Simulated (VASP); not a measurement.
NaCl:

```xyz
2
Lattice="3.5022 0.0000 0.0000 0.0000 3.5022 0.0000 0.0000 0.0000 3.5022" Properties=species:S:1:pos:R:3 pbc="T T T"
Cl    1.7511    1.7511    1.7511
Na    0.0000    0.0000    0.0000
```

Measurements of this composition are mostly on another form, of space group No. 225.

Base run:

```yaml
Program: VASP 6.6.1
Functional: PBE
Potentials_or_basis: VASP PAW PBE potentials, release 64 (Cl_GW, Na_sv_GW)
Cutoff: 450 eV
k_mesh: 5 × 5 × 5
Occupations: gaussian, width 0.02 eV
Spin: no spin polarisation
```

Its results: band gap on the k mesh 4.04 eV, indirect (least direct gap 4.48 eV); pressure 0.1 GPa.

**Question.** The run is repeated on the same cell with these changes: cutoff from 450 eV to 500 eV; k mesh from 5 × 5 × 5 to 4 × 4 × 4. What comes out?

**Answer.** Band gap on the k mesh 3.98 eV, indirect (least direct gap 4.47 eV); pressure 0.0 GPa.

Caveats: some runs use coarse meshes; the cutoff is under 1.25 times the usual one of these potentials, so pressure, stress and relaxed cells hold a basis-set (Pulay) error (some runs); an odd mesh through Γ misses points on the zone boundary, where band edges often lie (some runs).
